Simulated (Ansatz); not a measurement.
Wanted: the native input for an Ansatz 0.2.0 run.

- Task: single point
- Functional: PBE
- Potentials or basis: all-electron LAPW, scalar-relativistic
- Cutoff: 456 eV (chosen from the basis error)
- Basis error allowed: 0.001 eV/atom
- k mesh: 9 × 9 × 5
- Occupations: fermi-dirac, width 0.05 eV
- Spin: no spin polarisation

The system is ZnO (zincite).

```
CELL_PARAMETERS angstrom
3.24931 0.00000 0.00000
-1.62465 2.81398 0.00000
0.00000 0.00000 5.20571
ATOMIC_POSITIONS crystal
Zn 0.66956 0.34131 0.99236
Zn 0.31933 0.65159 0.51416
O 0.33169 0.67654 0.88788
O 0.68061 0.33513 0.38486
```

The cell isn't the ideal one: atoms moved at random, drawn with an rms of 0.05 Å.

One way to write it, as run:

input.yaml

```yaml
crystal:
  lattice:
    - [3.249308, 0.0, 0.0]
    - [-1.624654, 2.8139832727, 0.0]
    - [0.0, 0.0, 5.205709]
  atoms:
    - { symbol: Zn, position: [0.669561, 0.341315, -0.007645] }
    - { symbol: Zn, position: [0.319335, 0.651587, 0.51416] }
    - { symbol: O, position: [0.331692, 0.676542, 0.887876] }
    - { symbol: O, position: [0.68061, 0.335125, 0.384863] }
kpoints:
  mp_grid: { grid: [9, 9, 5] }
scf:
  occupations: { method: fermi_dirac, width: 0.05 }
hamiltonian:
  xc: pbe
  pseudopotentials: { kind: all_electron, lapw: { basis_error: 0.001 } }
output:
  forces: true
  stress: true
  eigenvalues: true
  populations: true
```

Potentials or basis: all-electron LAPW, scalar-relativistic.

The run is started by

```bash
$ ansatz run input.yaml --threads 2 --pin off --max-ram 6144MiB --backend cpu --events-out ev --progress --plain --runs-dir out
```

It gave:

- Pressure: 5.3 GPa
- Largest force: 1.001 eV/Å
- Band gap on the k mesh: 0.79 eV, direct
- Loewdin charges: Zn +1.43, +1.41; O -1.23 e

Caveat: the atomic charges don't sum to the cell's charge.

It took 3.2 min on 2 threads of AMD EPYC 7R43 64-Core Processor (Zen 3), on a shared host, peak memory 1.1 GiB.
